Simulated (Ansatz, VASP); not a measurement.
## Ru in VASP and in Ansatz

File INCAR:

```
SYSTEM = Ru
PREC = Accurate
ENCUT = 520
EDIFF = 1E-7
ISMEAR = 0
SIGMA = 0.15
LREAL = .False.
LASPH = .True.
NELM = 100
ALGO = Fast
ISIF = 2
LWAVE = .False.
LCHARG = .False.
GGA = PE
NBANDS = 13
```

The input KPOINTS:

```
regular mesh
0
Gamma
  20 20 20
  0 0 0
```

Contents of POSCAR:

```
Ru
1.0
   -0.1000169121      1.9265162347      1.9265162347
    1.9265162347     -0.1000169121      1.9265162347
    1.9265162347      1.9265162347     -0.1000169121
Ru
1
Direct
    0.0000000000      0.0000000000      0.0000000000
```

Input for Ansatz:

```yaml
crystal:
  lattice:
    - [-0.1000169121, 1.9265162347, 1.9265162347]
    - [1.9265162347, -0.1000169121, 1.9265162347]
    - [1.9265162347, 1.9265162347, -0.1000169121]
  atoms:
    - { symbol: Ru, position: [0.0, 0.0, 0.0] }
basis:
  ecutwfc: 420
kpoints:
  mp_grid: { grid: [20, 20, 20] }
hamiltonian:
  xc: pbe
scf:
  occupations: { method: gaussian, width: 0.15 }
output:
  forces: true
  stress: true
  eigenvalues: true
```

Change from the starting cell: equal engineering shear yz, xz and xy -0.0525, equal normal strain along x, y and z +0.0375.

Alike in both runs: task single point; functional PBE; k mesh 20 × 20 × 20; occupations gaussian, width 0.15 eV; no spin polarisation.

|  | VASP | Ansatz |
| --- | --- | --- |
| version | VASP 6.6.1 | Ansatz 0.2.0 |
| potentials or method | VASP PAW PBE potentials, release 64 (Ru_pv) | scalar-relativistic, plane waves, PAW |
| plane-wave cutoff (eV) | 520 | 420 |
| valence electrons in the cell | 14 | 16 |

```csv
,VASP,Ansatz,Ansatz less VASP
gap on the k mesh at the Fermi level (eV),none,none,-
pressure (GPa),-23.7,-23.6,+0.15
largest component of the traceless stress (GPa),8.43,8.45,+0.015
```

A gap of «none» marks a metal or a gap that the smearing closes. The two sets of potentials don't hold the same shells in valence.

Caveats: so large a pressure means that the cell lies far from this level's equilibrium, or that cutoff or potentials fall short (VASP).
